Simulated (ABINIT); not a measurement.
## LiH (Fm-3m): a self-consistent loop beyond G0W0, cycle by cycle

How far does self-consistency move the gap of LiH (Fm-3m)?

Calculated with ABINIT 10.8.3; PBE and many-body steps on it, plane waves.

The database entry behind the starting cell differs from later determinations by our own check (the deuteride, about 0.2 % short), so it need not match the best structure at ambient conditions.

## 1. The structure

Symmetry: Fm-3m, No. 225, cubic system. Conventional cell: a = 4.074 Å, b = 4.074 Å, c = 4.074 Å, α = 90.00°, β = 90.00°, γ = 90.00°. Nearest to Li lie 6 H at 2.04 Å. H has 6 Li at 2.04 Å nearest. Farther neighbours are not listed.

The cell and positions come from the Crystallography Open Database and are kept as given unless a step says otherwise.

## 2. Empty states on the mesh, 6×6×6 mesh, 135 bands

This step: ABINIT 10.8.3; DFT, PBE, plane waves, norm-conserving pseudopotentials.

The sums over transitions need many empty states on a uniform mesh; this step solves for them.

The input, run.abi:

```
acell 3*1.0 Angstrom
rprim 
  0.000000000000 2.036750000000 2.036750000000
  2.036750000000 -0.000000000000 2.036750000000
  2.036750000000 2.036750000000 -0.000000000000
ntypat 2
znucl 3 1
natom 2
typat 1 2
xred 
  0.000000000000 0.000000000000 0.000000000000
  0.500000000000 0.500000000000 0.500000000000
pp_dirpath "pseudos"
pseudos "Li.upf, H.upf"
ecut 33
ngkpt 6 6 6
nshiftk 1
shiftk 0 0 0
kptopt 1
chksymbreak 0
irdden 1
istwfk *1
nband 135
prtvol 0
optdriver 6
gwr_task "HDIAGO"
paral_kgb 0
occopt 1
indata_prefix "in"
outdata_prefix "out"
tmpdata_prefix "tmp"
```

Run with:

```console
OMP_NUM_THREADS=1 mpirun -n 4 abinit run.abi > log
```

What it wrote:

```text
.Version 10.8.3 of ABINIT. v10.8.2 released Aug 2026.

 Symmetries : space group Fm -3 m (#225); Bravais cF (face-center cubic)
[... echo of the input left out ...]
== DATASET  1 ==================================================================
-   mpi_nproc: 4, omp_nthreads: 1 (-1 if OMP is not activated)

--- !DatasetInfo
iteration_state: {dtset: 1, }
dimensions: {natom: 2, nkpt: 16, mband: 135, nsppol: 1, nspinor: 1, nspden: 1, mpw: 1056, }
cutoff_energies: {ecut:  33.0, pawecutdg:  -1.0, }
[...]
Direct band gap semiconductor
 Fundamental gap:     3.022 (eV)
   VBM:    -0.348 (eV) at k: [ 5.0000E-01,  5.0000E-01,  0.0000E+00]
   CBM:     2.674 (eV) at k: [ 5.0000E-01,  5.0000E-01,  0.0000E+00]
 Direct gap:         3.022 (eV) at k: [ 5.0000E-01,  5.0000E-01,  0.0000E+00]

== END DATASET(S) ==============================================================
================================================================================

 -outvars: echo values of variables after computation  --------
           etotal      0.0000000000E+00
            nband         135
             nkpt          16
          spgroup         225
 [... the other variables as echoed above ...]

 Calculation completed.
```

The job ended after 6 s (4 MPI ranks of Arm Neoverse V2, shared host; peak memory 0.48 GiB; 23 s of CPU time).

Numbers from this step:

- gap: 3.022 eV
- k of the valence top: 0.5, 0.5, 0
- k of the conduction bottom: 0.5, 0.5, 0
- least direct gap: 3.022 eV
- k points computed: 16
- lowest point of the top converged band, above the valence top: 205.0407 eV

On this mesh the gap is 3.022 eV.

The density comes from a self-consistent run that is not shown.

## 3. Screening, 6×6×6 mesh, 127 bands, screening to 261.2 eV

The RPA dielectric matrix is built and inverted for each q.

This step: RPA screening on PBE, plane waves, norm-conserving pseudopotentials.

run.abi: that of step 2 with these lines changed.

```diff
@@ -20,10 +20,11 @@
 chksymbreak 0
-irdden 1
 istwfk *1
-nband 135
-prtvol 0
-optdriver 6
-gwr_task "HDIAGO"
-paral_kgb 0
 occopt 1
+irdwfk 1
+optdriver 3
+nband 127
+ecuteps 9.6
+inclvkb 2
+awtr 1
+symchi 1
 indata_prefix "in"
```

What it wrote:

```text
.Version 10.8.3 of ABINIT. v10.8.2 released Aug 2026.

 Symmetries : space group Fm -3 m (#225); Bravais cF (face-center cubic)
[... echo of the input left out ...]
== DATASET  1 ==================================================================
-   mpi_nproc: 4, omp_nthreads: 1 (-1 if OMP is not activated)

--- !DatasetInfo
iteration_state: {dtset: 1, }
dimensions: {natom: 2, nkpt: 16, mband: 127, nsppol: 1, nspinor: 1, nspden: 1, mpw: 1056, }
cutoff_energies: {ecut:  33.0, pawecutdg:  -1.0, }
electrons: {nelect:   4.00000000E+00, charge:   0.00000000E+00, occopt:   1.00000000E+00, tsmear:   1.00000000E-02, }

 SCREENING: Calculation of the susceptibility and dielectric matrices

 Based on a program developped by R.W. Godby, V. Olevano, G. Onida, and L. Reining.
 Incorporated in ABINIT by V. Olevano, G.-M. Rignanese, and M. Torrent.
.Using double precision arithmetic ; gwpc =  8

[... cell and pseudopotentials left out ...]
--------------------------------------------------------------------------------

 ==== K-mesh for the wavefunctions ====
 Number of points in the irreducible wedge :    16
[... list of points left out ...]
 Together with 48 symmetry operations and time-reversal symmetry
 yields   216 points in the full Brillouin Zone.

 ==== Q-mesh for the screening function ====
 Number of points in the irreducible wedge :    16
[... list of points left out ...]
 Together with 48 symmetry operations and time-reversal symmetry
 yields   216 points in the full Brillouin Zone.

 setmesh: FFT mesh size selected  =    24x   24x   24
          total number of points  =        13824

 vcoul_init : cutoff-mode = AUXILIARY_FUNCTION
 q-points for optical limit:   1
     1)      0.000010    0.000020    0.000030

- screening: taking advantage of time-reversal symmetry
- Maximum band index for partially occupied states nbvw = 2
- Remaining bands to be divided among processors   nbcw = 125
- Number of bands treated by each node ~31

 Number of electrons calculated from density =    4.0000; Expected =    4.0000
 average of density, n =  0.035077
 r_s =    1.8951
 omega_plasma =   18.0662 [eV]

 calculating chi0 at frequencies [eV] :
  1    0.000000E+00    0.000000E+00
  2    0.000000E+00    1.806615E+01

--------------------------------------------------------------------------------
  q-point number  1        q = ( 0.000000, 0.000000, 0.000000) [r.l.u.]
--------------------------------------------------------------------------------
[... chi0 elements left out ...]
 For q-point:  0.000010 0.000020 0.000030
  dielectric constant =   4.1825
  dielectric constant without local fields =   4.5879

  Average fulfillment of the sum rule on Im[epsilon] for q-point    1 :     96.46  [%]
[... wings left out ...]
  q-point number  2        q = ( 0.166667, 0.000000, 0.000000) [r.l.u.]
--------------------------------------------------------------------------------
[... chi0 elements left out ...]
  Average fulfillment of the sum rule on Im[epsilon] for q-point    2 :    101.65  [%]

 [... 14 further q-points ...]
```

Wall time 22 s (4 MPI ranks); peak memory 0.83 GiB.

Numbers from this step:

| Property | Result |
| --- | --- |
| ε∞ with local fields, on this mesh, along the program's q direction | 4.183 |
| the same without local fields | 4.588 |
| plasma frequency | 18.07 eV |
| plane waves in the screening matrix | 169 |

Local fields lower ε∞ by 9 %.

## 4. G0W0

The self-energy is evaluated for the states that the input lists, and the levels follow from it, in one-shot runs by the linearised quasiparticle equation.

This step: G0W0 on PBE, plane waves, norm-conserving pseudopotentials.

run.abi: that of step 3 with these lines changed.

```diff
@@ -23,8 +23,17 @@
 irdwfk 1
-optdriver 3
+optdriver 4
 nband 127
+gwcalctyp 0
+ecutsigx 33
+symsigma 1
+nkptgw 2
+kptgw 
+  0.5000000000 0.5000000000 0.0000000000
+  0.0000000000 0.0000000000 0.0000000000
+bdgw 
+  1 5
+  1 6
 ecuteps 9.6
-inclvkb 2
-awtr 1
-symchi 1
+irdscr 1
+ppmodel 1
 indata_prefix "in"
```

What it wrote:

```text
.Version 10.8.3 of ABINIT. v10.8.2 released Aug 2026.

 Symmetries : space group Fm -3 m (#225); Bravais cF (face-center cubic)
[... echo of the input left out ...]
== DATASET  1 ==================================================================
-   mpi_nproc: 4, omp_nthreads: 1 (-1 if OMP is not activated)

--- !DatasetInfo
iteration_state: {dtset: 1, }
dimensions: {natom: 2, nkpt: 16, mband: 127, nsppol: 1, nspinor: 1, nspden: 1, mpw: 1056, }
cutoff_energies: {ecut:  33.0, pawecutdg:  -1.0, }
electrons: {nelect:   4.00000000E+00, charge:   0.00000000E+00, occopt:   1.00000000E+00, tsmear:   1.00000000E-02, }

 SIGMA: Calculation of the GW corrections

 Based on a program developped by R.W. Godby, V. Olevano, G. Onida, and L. Reining.
 Incorporated in ABINIT by V. Olevano, G.-M. Rignanese, and M. Torrent.
.Using double precision arithmetic ; gwpc =  8

[... cell and pseudopotentials left out ...]
--------------------------------------------------------------------------------

 ==== K-mesh for the wavefunctions ====
 Number of points in the irreducible wedge :    16
[... list of points left out ...]
 Together with 48 symmetry operations and time-reversal symmetry
 yields   216 points in the full Brillouin Zone.

 ==== Q-mesh for screening function ====
 Number of points in the irreducible wedge :    16
[... list of points left out ...]
 Together with 48 symmetry operations and time-reversal symmetry
 yields   216 points in the full Brillouin Zone.

 vcoul_init : cutoff-mode = AUXILIARY_FUNCTION
 q-points for optical limit:   1
     1)      0.000010    0.000020    0.000030
 setmesh: FFT mesh size selected  =    30x   30x   30
          total number of points  =        27000

 Number of electrons calculated from density =    4.0000; Expected =    4.0000
 average of density, n =  0.035077
 r_s =    1.8951
 omega_plasma =   18.0662 [eV]

 === KS Band Gaps ===
  >>>> For spin  1
   Minimum direct gap =   3.0221 [eV], located at k-point      :   0.5000  0.5000  0.0000
   Fundamental gap    =   3.0221 [eV], Top of valence bands at :   0.5000  0.5000  0.0000
                                       Bottom of conduction at :   0.5000  0.5000  0.0000
 SIGMA fundamental parameters:
 PLASMON POLE MODEL  1
 number of plane-waves for SigmaX                 1037
 number of plane-waves for SigmaC and W            169
 number of plane-waves for wavefunctions          1037
 number of bands                                   127
 number of independent spin polarizations            1
 number of spinorial components                      1
 number of k-points in IBZ                          16
 number of q-points in IBZ                          16
 number of symmetry operations                      48
 number of k-points in BZ                          216
 number of q-points in BZ                          216
 number of frequencies for dSigma/dE                 9
 frequency step for dSigma/dE [eV]                0.25
 number of omega for Sigma on real axis              0
 max omega for Sigma on real axis  [eV]           0.00
 zcut for avoiding poles [eV]                     0.10

 EPSILON^-1 parameters (SCR file):
 dimension of the eps^-1 matrix on file            169
 dimension of the eps^-1 matrix used               169
 number of plane-waves for wavefunctions          1037
 number of bands                                   127
 number of q-points in IBZ                          16
 number of frequencies                               2
 number of real frequencies                          1
 number of imag frequencies                          1

 matrix elements of self-energy operator (all in [eV])

 Perturbative Calculation

--- !SelfEnergy_ee
iteration_state: {dtset: 1, }
kpoint     : [   0.500,    0.500,    0.000, ]
spin       : 1
KS_gap     :    3.022
QP_gap     :    4.956
Delta_QP_KS:    1.934
data: !SigmaeeData |
     Band     E0 <VxcDFT>   SigX SigC(E0)      Z dSigC/dE  Sig(E)    E-E0       E
        1 -44.599 -25.708 -39.768   5.445   0.768  -0.303 -32.321  -6.613 -51.212
        2  -0.348 -11.307 -14.604   1.445   0.770  -0.298 -12.734  -1.426  -1.774
        3   2.674  -7.646  -3.654  -3.365   0.810  -0.235  -7.139   0.508   3.182
        4  10.239  -8.235  -2.665  -4.548   0.780  -0.282  -7.437   0.797  11.037
        5  10.239  -8.235  -2.665  -4.548   0.780  -0.282  -7.437   0.797  11.037

--- !SelfEnergy_ee
iteration_state: {dtset: 1, }
kpoint     : [   0.000,    0.000,    0.000, ]
spin       : 1
KS_gap     :   20.729
QP_gap     :   22.827
Delta_QP_KS:    2.097
data: !SigmaeeData |
     Band     E0 <VxcDFT>   SigX SigC(E0)      Z dSigC/dE  Sig(E)    E-E0       E
        1 -44.649 -25.626 -39.706   5.433   0.765  -0.307 -32.239  -6.614 -51.263
        2  -5.602  -9.916 -15.613   3.368   0.712  -0.405 -11.574  -1.657  -7.259
        3  15.128 -11.719  -4.658  -6.395   0.661  -0.513 -11.279   0.440  15.568
        4  17.057  -8.963  -2.437  -5.490   0.696  -0.436  -8.242   0.722  17.778
        5  17.057  -8.963  -2.437  -5.490   0.696  -0.436  -8.242   0.722  17.778
        6  17.057  -8.963  -2.437  -5.490   0.696  -0.436  -8.242   0.722  17.778

== END DATASET(S) ==============================================================
================================================================================

 -outvars: echo values of variables after computation  --------
           etotal      0.0000000000E+00
            nband         127
             nkpt          16
          spgroup         225
 [... the other variables as echoed above ...]

 Calculation completed.
```

The job ended after 11 s (4 MPI ranks; peak memory 0.91 GiB).

This step gave:

```yaml
g0w0_gap_on_the_points_computed: 4.956 eV
starting_gap_on_the_mesh: 3.022 eV
k_of_the_valence_top: 0.5, 0.5, 0
k_of_the_conduction_bottom: 0.5, 0.5, 0
z_at_the_valence_top: 0.77
z_at_the_conduction_bottom: 0.81
least_direct_g0w0_gap_on_the_computed_points: 4.956 eV
```

The gap on the mesh goes from 3.02 eV to 4.96 eV, a correction of +1.93 eV.

## 5. evGW0, cycle 1

This step: evGW0 on PBE, plane waves, norm-conserving pseudopotentials.

run.abi: that of step 4 with these lines changed.

```diff
@@ -25,11 +25,39 @@
 nband 127
-gwcalctyp 0
+gwcalctyp 10
 ecutsigx 33
 symsigma 1
-nkptgw 2
+nkptgw 16
 kptgw 
+  0.0000000000 0.0000000000 0.0000000000
+  0.1666666667 0.0000000000 0.0000000000
+  0.3333333333 0.0000000000 0.0000000000
+  0.5000000000 0.0000000000 0.0000000000
+  0.1666666667 0.1666666667 0.0000000000
+  0.3333333333 0.1666666667 0.0000000000
+  0.5000000000 0.1666666667 0.0000000000
+  -0.3333333333 0.1666666667 0.0000000000
+  -0.1666666667 0.1666666667 0.0000000000
+  0.3333333333 0.3333333333 0.0000000000
+  0.5000000000 0.3333333333 0.0000000000
+  -0.3333333333 0.3333333333 0.0000000000
   0.5000000000 0.5000000000 0.0000000000
-  0.0000000000 0.0000000000 0.0000000000
+  0.5000000000 0.3333333333 0.1666666667
+  -0.3333333333 0.3333333333 0.1666666667
+  -0.3333333333 0.5000000000 0.1666666667
 bdgw 
-  1 5
+  1 6
+  1 6
+  1 6
+  1 6
+  1 6
+  1 6
+  1 6
+  1 6
+  1 6
+  1 6
+  1 6
+  1 6
+  1 6
+  1 6
+  1 6
   1 6
```

What it wrote:

```text
.Version 10.8.3 of ABINIT. v10.8.2 released Aug 2026.

 Symmetries : space group Fm -3 m (#225); Bravais cF (face-center cubic)
[... echo of the input left out ...]
== DATASET  1 ==================================================================
-   mpi_nproc: 4, omp_nthreads: 1 (-1 if OMP is not activated)

--- !DatasetInfo
iteration_state: {dtset: 1, }
dimensions: {natom: 2, nkpt: 16, mband: 127, nsppol: 1, nspinor: 1, nspden: 1, mpw: 1056, }
cutoff_energies: {ecut:  33.0, pawecutdg:  -1.0, }
electrons: {nelect:   4.00000000E+00, charge:   0.00000000E+00, occopt:   1.00000000E+00, tsmear:   1.00000000E-02, }

 SIGMA: Calculation of the GW corrections

 Based on a program developped by R.W. Godby, V. Olevano, G. Onida, and L. Reining.
 Incorporated in ABINIT by V. Olevano, G.-M. Rignanese, and M. Torrent.
.Using double precision arithmetic ; gwpc =  8

[... cell and pseudopotentials left out ...]
--------------------------------------------------------------------------------

 ==== K-mesh for the wavefunctions ====
 Number of points in the irreducible wedge :    16
[... list of points left out ...]
 Together with 48 symmetry operations and time-reversal symmetry
 yields   216 points in the full Brillouin Zone.

 ==== Q-mesh for screening function ====
 Number of points in the irreducible wedge :    16
[... list of points left out ...]
 Together with 48 symmetry operations and time-reversal symmetry
 yields   216 points in the full Brillouin Zone.

 vcoul_init : cutoff-mode = AUXILIARY_FUNCTION
 q-points for optical limit:   1
     1)      0.000010    0.000020    0.000030
 setmesh: FFT mesh size selected  =    30x   30x   30
          total number of points  =        27000

 Number of electrons calculated from density =    4.0000; Expected =    4.0000
[...]
QP_gap     :    8.152
Delta_QP_KS:    2.012
data: !SigmaeeData |
     Band     E_DFT   <VxcDFT>   E(N-1)  <Hhartree>   SigX  SigC[E(N-1)]    Z     dSigC/dE  Sig[E(N)]  DeltaE  E(N)_pert E(N)_diago
[...]
--- !SelfEnergy_ee
iteration_state: {dtset: 1, }
kpoint     : [  -0.333,    0.500,    0.167, ]
spin       : 1
KS_gap     :    4.164
QP_gap     :    6.143
Delta_QP_KS:    1.979
data: !SigmaeeData |
     Band     E_DFT   <VxcDFT>   E(N-1)  <Hhartree>   SigX  SigC[E(N-1)]    Z     dSigC/dE  Sig[E(N)]  DeltaE  E(N)_pert E(N)_diago
[...]
5    10.849    -8.724    10.849    19.573    -3.145    -4.682     0.769    -0.301    -8.034     0.689    11.539    11.746
        6    16.614    -9.608    16.614    26.222    -2.930    -5.934     0.688    -0.454    -9.096     0.511    17.125    17.357

 New Fermi energy :        2.024993E-02 Ha ,    5.510287E-01 eV
 New Exchange energy :    -1.989130E+00 Ha ,   -5.412699E+01 eV

 === QP Band Gaps ===
  >>>> For spin  1
   Minimum direct gap =   5.5006 [eV], located at k-point      :   0.5000  0.5000  0.0000
   Fundamental gap    =   5.5006 [eV], Top of valence bands at :   0.5000  0.5000  0.0000
                                       Bottom of conduction at :   0.5000  0.5000  0.0000

 writing QP data on file : out_QPS

 Convergence of QP corrections
 >>>>> For spin  1 <<<<<
.  kptgw no:  1; Maximum DeltaE = (  -6.614   0.014) for band index:  1
.  kptgw no:  2; Maximum DeltaE = (  -6.618   0.024) for band index:  1
.  kptgw no:  3; Maximum DeltaE = (  -6.630   0.018) for band index:  1
[...]
.  kptgw no: 15; Maximum DeltaE = (  -6.682   0.027) for band index:  1
.  kptgw no: 16; Maximum DeltaE = (  -6.631   0.018) for band index:  1

== END DATASET(S) ==============================================================
================================================================================

 -outvars: echo values of variables after computation  --------
           etotal      0.0000000000E+00
            nband         127
             nkpt          16
          spgroup         225
 [... the other variables as echoed above ...]

 Calculation completed.
```

Elapsed: 4.9 min, on 4 MPI ranks; peak memory 0.97 GiB; 20 min of CPU time.

This step gave:

| Property | Result |
| --- | --- |
| quasiparticle gap on the mesh | 5.5 eV |
| gap of the density functional on the mesh | 3.022 eV |
| k of the valence top | 0.5, 0.5, 0 |
| k of the conduction bottom | 0.5, 0.5, 0 |
| Z at the valence top | 0.77 |
| Z at the conduction bottom | 0.81 |
| least direct quasiparticle gap on the computed points | 5.5 eV |

Against G0W0 in ABINIT (6×6×6 mesh, 127 bands, screening to 261.2 eV, Godby-Needs plasmon pole), the gap moves by +0.544 eV. This first cycle still uses the starting levels; it takes the full correction, at all points of the mesh, and its linearised value is 4.956 eV.

## 6. evGW0, cycle 2

The corrected levels of the last cycle go back in.

run.abi: that of step 5 with these lines changed.

```diff
@@ -66,2 +66,3 @@
 ppmodel 1
+irdqps 1
 indata_prefix "in"
```

What it wrote:

```text
.Version 10.8.3 of ABINIT. v10.8.2 released Aug 2026.

 Symmetries : space group Fm -3 m (#225); Bravais cF (face-center cubic)
[... echo of the input left out ...]
== DATASET  1 ==================================================================
-   mpi_nproc: 4, omp_nthreads: 1 (-1 if OMP is not activated)

--- !DatasetInfo
iteration_state: {dtset: 1, }
dimensions: {natom: 2, nkpt: 16, mband: 127, nsppol: 1, nspinor: 1, nspden: 1, mpw: 1056, }
cutoff_energies: {ecut:  33.0, pawecutdg:  -1.0, }
[...]
.  kptgw no:  3; Maximum DeltaE = (   0.106   0.000) for band index:  2
[...]
.  kptgw no: 15; Maximum DeltaE = (   0.096   0.000) for band index:  2
.  kptgw no: 16; Maximum DeltaE = (   0.102  -0.000) for band index:  2

== END DATASET(S) ==============================================================
================================================================================

 -outvars: echo values of variables after computation  --------
           etotal      0.0000000000E+00
            nband         127
             nkpt          16
          spgroup         225
 [... the other variables as echoed above ...]

 Calculation completed.
```

Elapsed: 4.9 min, on 4 MPI ranks; peak memory 0.97 GiB.

This step gave:

* quasiparticle gap on the mesh: 5.297 eV
* gap of the density functional on the mesh: 3.022 eV
* k of the valence top: 0.5, 0.5, 0
* k of the conduction bottom: 0.5, 0.5, 0
* least direct quasiparticle gap on the computed points: 5.297 eV

Against the cycle before, the gap moves by −0.203 eV.

(Part 1 of 3 ends here.)

[Paths, hosts, dates, memory and timing lines, banners, echoed tables and standing remarks are left out of the program output.]

[Logs are printed without paths, hosts, clocks, repeated set-up lines and the standing remarks that a program may print on its own settings, such as how far it seeks lower states.]

[Runs of the session that timed out or met a known fault of the program may be left out.]

[Hosts, paths, dates, database ids (printed as entryN), source tags and the programs' standing remarks are cut or masked in the printed files.]

[G0W0 gaps are taken among the corrected bands and points alone; a level outside them can change the order at an edge.]

[Where Ansatz stands beside ABINIT at settings called matched, ABINIT's density can come from a denser mesh and the files from another edition; pairs whose starting gaps differed by over 0.03 eV were left out, so agreement reads better than it is.]
